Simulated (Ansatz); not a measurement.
## FeCo (Wairauite): single point with PBE

FeCo (Wairauite):

```
Co Fe
1.0
     2.85700    0.00000    0.00000
     0.00000    2.85700    0.00000
     0.00000    0.00000    2.85700
Co Fe
1 1
Direct
  0.00000 0.00000 0.00000
  0.50000 0.50000 0.50000
```

```yaml
Program: Ansatz 0.2.0
Task: single point
Functional: PBE
Potentials_or_basis: Ansatz PAW
Cutoff: "420 eV (not typed: the program's choice for these potentials)"
k_mesh: 9 × 9 × 9
Occupations: fermi-dirac, width 0.05 eV
Spin: collinear spin, ferromagnetic start
Starting_moments: "[3.5, 4.5] μB"
```

```
Pressure               : -2.5 GPa
Band gap on the k mesh : none (metal or under the smearing width)
Net moment             : 4.53 μB per cell
Absolute moment        : 4.81 μB per cell
Site moments           : Co +1.83; Fe +2.81 μB
```

Levels at points of the mesh, in eV from the Fermi level:
Spin up:
```csv
k point,band 17,band 18,band 19,band 20,band 21,band 22
"(0.00, 0.00, 0.00)",-0.94,-0.94,-0.94,8.84,8.84,8.84
```
Spin down:
| k point | band 11 | band 12 | band 13 | band 14 | band 15 | band 16 | band 17 | band 18 |
| --- | --- | --- | --- | --- | --- | --- | --- | --- |
| (0.00, 0.00, 0.00) | -3.50 | -1.18 | -1.18 | -1.18 | 0.80 | 0.80 | 1.50 | 1.50 |

Run time: 4 s on 2 threads of Intel(R) Xeon(R) Processor @ 2.70GHz, on a shared host, peak memory 0.36 GiB.
